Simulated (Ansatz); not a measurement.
## Compressing Ti3Al5: a fit and a missing row

Ti3Al5, Pmmm, a = 3.902 Å, b = 4.023 Å, c = 8.071 Å. The structure is a Materials Project entry; whether it is the stable form wasn't checked. Ansatz: r2SCAN, PAW, 500 eV, Γ-centred 10×10×6 mesh on 8 atoms, Gaussian smearing 0.10 eV; no spin polarisation. Shape and atoms are relaxed at each volume; pressure is positive in compression.

| V (Å³/atom) | P (GPa) |
| --- | --- |
| 14.409 | ? |
| 14.884 | 8.20 |
| 15.359 | 3.80 |
| 15.834 | 0.00 |
| 16.309 | -3.28 |
| 16.784 | -6.10 |

Take V0 = 15.834 Å³/atom, fit the third-order Birch–Murnaghan form to the other rows, and predict the missing pressure.

With the Eulerian strain f = ½[(V0/V)^(2/3) − 1] and y = P/[3f(1 + 2f)^(5/2)], the form is the line y = B0 + 1.5 B0 (B0′ − 4) f. Rows (f, y): 0.02106, 117.1; 0.01026, 117.3; -0.00976, 117.7; -0.01905, 117.6. Means f = 0.0006275, y = 117.42; Σ(Δf)² = 0.001005, ΣΔfΔy = -0.01414; the slope is their ratio. y = 117.4 − 14.07 f GPa, so B0 = 117.4 GPa and B0′ = 4 + 2 × (-14.07)/(3 × 117.4) = 3.92. At V = 14.409, f = 0.03244, y = 116.94 and P = 13.32 GPa. The run gave 13.32 GPa, the same to the digits shown. The form still works here, 25 % of the fitted range beyond its end.